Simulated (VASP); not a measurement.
# ZnSe (F-43m): a series in biaxial strain in the (110) plane

How do the elastic response and the band edges of ZnSe follow biaxial strain in the (110) plane?

Program: VASP 6.6.1. Level of theory: LDA; plane waves and PAW (Zn, Se), in the first sound run; inputs show where later runs differ. Results are calculated unless marked as measured.

Report form: the programs' logs are mostly left out.

## Step 1: Set-up

The structure is cubic, space group F-43m (No. 216). The conventional cell has a = 5.668 Å, b = 5.668 Å, c = 5.668 Å, α = 90.00°, β = 90.00°, γ = 90.00°. Nearest to Zn lie 4 Se at 2.45 Å. Nearest to Se lie 4 Zn at 2.45 Å. Farther neighbours and most contacts between anions are not listed.

## Step 2: Relax the crystal, LDA

The series starts from the cell that this level prefers, so that zero strain is near zero stress.

This step took 2 runs in a row; the last is shown.

Level: LDA; plane waves and PAW (Zn, Se).

INCAR

```
SYSTEM = ZnSe
PREC = Accurate
ENCUT = 450
EDIFF = 1E-07
NELM = 120
ISMEAR = 0
SIGMA = 0.02
LREAL = .FALSE.
ALGO = Normal
GGA = CA
NBANDS = 15
LASPH = .TRUE.
LORBIT = 11
LWAVE = .FALSE.
LCHARG = .FALSE.
KPAR = 16
IBRION = 2
NSW = 40
ISIF = 3
EDIFFG = -0.005
POTIM = 0.4
```

POSCAR

```
ZnSe
1.0
    0.0000000000      2.7878715481      2.7878715481
    2.7878715481      0.0000000000      2.7878715481
    2.7878715481      2.7878715481      0.0000000000
Zn Se
1 1
Direct
    0.0000000000      0.0000000000      0.0000000000
    0.2500000000      0.2500000000      0.2500000000
```

KPOINTS

```
Automatic mesh
0
Gamma
9 9 9
0 0 0
```

The projector-augmented-wave data sets are Zn and Se (LDA family, release 64).

Launch:

```bash
$ mpirun -np 16 vasp_std
```

It took 9.6 s on 16 MPI ranks of AMD EPYC 7R43, shared host; peak memory 2.3 GiB; 2.3 min of CPU time.

Read from the output:

```
energy(sigma→0) of the program : -7.3722 eV
stress, compression positive   : 0.00 along [110], 0.00 across it (mean), GPa
volume                         : 43.309 Å³
ionic steps                    : 2
```

## Step 3: Strain along the normal, LDA

One member in full: the plane is strained by 2 %, and the strain along the normal is moved by secant steps until the normal stress is under 0.012 GPa or five steps are spent; the atoms relax at each step.

This step took 4 runs, each at a new trial strain with the atoms of the one before; the last is shown.

Level: LDA; plane waves and PAW (Zn, Se); cell typed or built by script.

INCAR: that of step 2 with these lines changed.

```diff
@@ -15,7 +15,7 @@
 LCHARG = .FALSE.
-KPAR = 16
-IBRION = 2
-NSW = 40
-ISIF = 3
-EDIFFG = -0.005
-POTIM = 0.4
+KPAR = 4
+IBRION = 1
+NSW = 25
+ISIF = 2
+EDIFFG = -0.004
+POTIM = 0.3
```

POSCAR

```
ZnSe
1.0
   -0.0482217600      2.7948283080      2.8430500680
    2.7948283080     -0.0482217600      2.8430500680
    2.7466065480      2.7466065480      0.0000000000
Zn Se
1 1
Direct
    0.9970932685      0.9970932685      0.0029067315
    0.2529067315      0.2529067315      0.2470932685
```

KPOINTS is that of step 2.

Launch:

```bash
$ mpirun -np 4 vasp_std
```

It took 28 s on 4 MPI ranks; peak memory 0.62 GiB.

Read from the output:

| Quantity | Value |
| --- | --- |
| energy(sigma→0) of the program | -7.3588 eV |
| stress, compression positive | 0.00 along [110], -2.55 across it (mean), GPa |
| ionic steps | 1 |

## Step 4: Band edges, HSE06

Short lines in KPOINTS_OPT sample the zone centre along and across the normal of the plane, for masses, and the other valleys.

Level: HSE06; plane waves and PAW (Zn, Se); cell typed or built by script.

INCAR

```
SYSTEM = ZnSe
PREC = Accurate
ENCUT = 450
EDIFF = 1E-06
NELM = 100
ISMEAR = 0
SIGMA = 0.02
LREAL = .FALSE.
ALGO = Normal
LHFCALC = .TRUE.
AEXX = 0.25
GGA = PE
HFSCREEN = 0.2
LASPH = .TRUE.
NBANDS = 14
PRECFOCK = Fast
LWAVE = .FALSE.
LCHARG = .FALSE.
KPAR = 4
```

POSCAR is that of step 3.

KPOINTS

```
Automatic mesh
0
Gamma
5 5 5
0 0 0
```

KPOINTS_OPT

```
Line mode
6
Line-mode
Reciprocal
  0.00000000   0.00000000   0.00000000
  0.01545509   0.01545509   0.03091018

  0.00000000   0.00000000   0.00000000
 -0.01599778   0.01599778   0.00000000

  0.31000000   0.31000000   0.00000000
  0.50000000   0.50000000   0.00000000

  0.00000000   0.31000000   0.31000000
  0.00000000   0.50000000   0.50000000

  0.45000000   0.45000000   0.45000000
  0.50000000   0.50000000   0.50000000

  0.45000000   0.00000000   0.00000000
  0.50000000   0.00000000   0.00000000

  0.42500000   0.42500000   0.00000000
  0.42461626   0.44724054   0.02185680

  0.50000000   0.50000000   0.50000000
  0.48400222   0.51599778   0.50000000
```

Launch:

```bash
$ mpirun -np 4 vasp_std
```

Run time: 12 min. Hardware: 4 MPI ranks; peak memory 1.1 GiB.

Read from the output:

```
energy(sigma→0) of the program : -7.4222 eV
```

## Step 5: The table

Hybrid runs start from orbitals of a short LDA run, not shown.

Runs beyond LDA use the data sets made with LDA; this shifts their levels slightly, and their total energies have another zero.

The other members went through these steps as far as the tables show, with the same cutoff and, step by step, the same mesh; 46 runs are not shown. The session took 9.0 core hours (wall time by ranks) on a shared machine.

| in-plane strain (%) | strain along the normal (%) | mean of the two in-plane stresses, tension positive (GPa) | energy above the unstrained row (meV/atom) | gap on the mesh, LDA (eV) |
| --- | --- | --- | --- | --- |
| -2.000 | 1.677 | -2.666 | 7.466 | 1.258 |
| -1.500 | 1.239 | -1.996 | 4.255 | 1.268 |
| -1.000 | 0.823 | -1.313 | 1.941 | 1.272 |
| -0.500 | 0.403 | -0.654 | 0.521 | 1.275 |
| 0 | 0.000 | -0.004 | 0.000 | 1.274 |
| 0.500 | -0.378 | 0.648 | 0.359 | 1.213 |
| 1.000 | -0.761 | 1.287 | 1.596 | 1.151 |
| 1.500 | -1.115 | 1.925 | 3.701 | 1.087 |
| 2.000 | -1.460 | 2.550 | 6.667 | 1.022 |

Slopes at zero strain, from cubics through all rows: strain ratio -0.789, stress over strain 130 GPa.

Band edges at HSE06, counted from the valence-band top at Γ, with one row partly withheld:

| in-plane strain (%) | gap (eV) | conduction band at Γ (eV) | Δ or X valley along z (eV) | Δ or X valley along x (eV) | lowest conduction level at L, [111] (eV) | lowest conduction level at L, [-111] (eV) | second valence level below the top (eV) | third valence level below the top (eV) |
| --- | --- | --- | --- | --- | --- | --- | --- | --- |
| -2.000 | 2.640 | 2.640 | 3.426 | 3.636 | 3.881 | 3.549 | 0.067 | 0.248 |
| -1.500 | ? | ? | 3.533 | 3.671 | 3.855 | 3.613 | 0.046 | 0.184 |
| -1.000 | 2.656 | 2.656 | 3.626 | 3.704 | 3.829 | 3.671 | 0.029 | 0.123 |
| -0.500 | 2.658 | 2.658 | 3.706 | 3.736 | 3.803 | 3.727 | 0.014 | 0.061 |
| 0 | 2.656 | 2.656 | 3.768 | 3.768 | 3.778 | 3.778 | 0.000 | 0.000 |
| 0.500 | 2.591 | 2.591 | 3.755 | 3.740 | 3.695 | 3.765 | 0.048 | 0.059 |
| 1.000 | 2.523 | 2.523 | 3.728 | 3.712 | 3.612 | 3.750 | 0.097 | 0.117 |
| 1.500 | 2.454 | 2.454 | 3.693 | 3.685 | 3.532 | 3.731 | 0.145 | 0.171 |
| 2.000 | 2.382 | 2.383 | 3.650 | 3.658 | 3.454 | 3.710 | 0.194 | 0.225 |

Conduction masses, in electron masses:

| in-plane strain (%) | conduction mass at Γ, along the strain axis or the normal of the plane | conduction mass at Γ, across the strain axis or in the plane |
| --- | --- | --- |
| -2.000 | 0.131 | 0.153 |
| -1.500 | 0.132 | 0.149 |
| -1.000 | 0.134 | 0.146 |
| -0.500 | 0.136 | 0.141 |
| 0 | 0.139 | 0.139 |
| 0.500 | 0.139 | 0.135 |
| 1.000 | 0.142 | 0.132 |
| 1.500 | 0.143 | 0.130 |
| 2.000 | 0.144 | 0.126 |

## Step 6: Fit and prediction

The quantity to fit is the conduction level at Γ above the mean of the three top valence levels at HSE06: 2.745, 2.707, 2.683, 2.656, 2.626, 2.594, 2.559, 2.522 eV in the rows shown.

A least-squares parabola through the 8 rows shown, with e the strain in %: E = − 0.005669 e² − 0.05586 e + 2.656 (eV), r.m.s. residual 3.6e-4 eV.

For the withheld row, e = -1.5, the fit gives 2.7273 eV.

## Step 7: Prediction against calculation

The calculation gives 2.7278 eV, so the prediction is 0.0005 eV too low.

## Step 8: Outcome

```json
{"ratio of normal to in-plane strain": "-0.789", "biaxial modulus": "130 GPa", "gap of the unstrained cell, HSE06": "2.66 eV", "slope at zero strain of the conduction level at Γ above the mean of the three top valence levels, HSE06": "-56 meV per %", "error of the predicted row": "-0.5 meV"}
```

What this shows: As a check, the curvature of the energy gives 131 GPa for the same modulus (energy per volume = M × strain²), 1 % from the slope of the stress. At HSE06 the lowest conduction valley is Γ throughout, and the gap runs between 2.38 and 2.66 eV. Hole masses are left out throughout, since the top bands are degenerate or cross in many series; of conduction masses, those of the Γ, L and (for Si and Ge under (001) strain) Δ valleys are kept where they change by under an eighth between rows. HSE06 ran on a coarser mesh than the semilocal levels. Spin-orbit coupling is left out at HSE06, so the valence splittings there lack it. Δ or X levels are the lowest on their line, refined by a parabola unless they lie at X; the gap is read from all points sampled and can differ from the lowest valley by some meV, or by tens of meV where strain moves the valence top off Γ. Temperature, zero-point motion and excitons are left out.

[Lines on the potential files, build, host, timing and source positions are cut from VASP's logs without a mark.]

[Logs are printed without paths, hosts, clocks, repeated set-up lines and the standing remarks that a program may print on its own settings, such as how far it seeks lower states.]

[Hosts, paths, dates, database ids (printed as entryN), source tags and the programs' standing remarks are cut or masked in the printed files.]

[In band tables of VASP the shares of atoms and orbitals are scaled to a sum of 1 inside the atoms' spheres.]
